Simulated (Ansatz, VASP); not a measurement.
**SrO: VASP beside Ansatz**

```
Sr O
1.0
     0.00000    2.60007    2.60007
     2.60007    0.00000    2.60007
     2.60007    2.60007    0.00000
Sr O
1 1
Direct
  0.50000 0.50000 0.50000
  0.00000 0.00000 0.00000
```

Alike in both runs: task single point; functional r2SCAN; dispersion rVV10; k mesh 9 × 9 × 9; occupations fermi-dirac, width 0.05 eV; no spin polarisation.

|  | VASP | Ansatz |
| --- | --- | --- |
| version | VASP 6.6.1 | Ansatz 0.2.0 |
| potentials or method | VASP PAW PBE potentials, release 64 (Sr_sv, O) | Ansatz PAW |
| plane-wave cutoff (eV) | 520 | 500 |
| valence electrons in the cell | 16 | 16 |

|  | VASP | Ansatz | Ansatz less VASP |
| --- | --- | --- | --- |
| gap on the k mesh at the Fermi level (eV) | 3.77 | 3.82 | +0.047 |
| least direct gap on the mesh (eV) | 3.88 | 3.92 | +0.036 |
| pressure (GPa) | -2.5 | -3.1 | -0.58 |

Caveats: the PAW data sets were made with another functional, which shifts forces and pressure a little (VASP); an odd mesh through Γ misses points on the zone boundary, where band edges often lie (VASP); odd divisions of the mesh miss points on the zone boundary, where band edges often lie, so the gap on the mesh can be too wide (Ansatz); the PAW data sets come from PBE, with cores solved anew for the run's functional, which leaves a small shift of forces and pressure (Ansatz). r2SCAN opens gaps a little over a GGA but as a rule still falls short of measured ones.
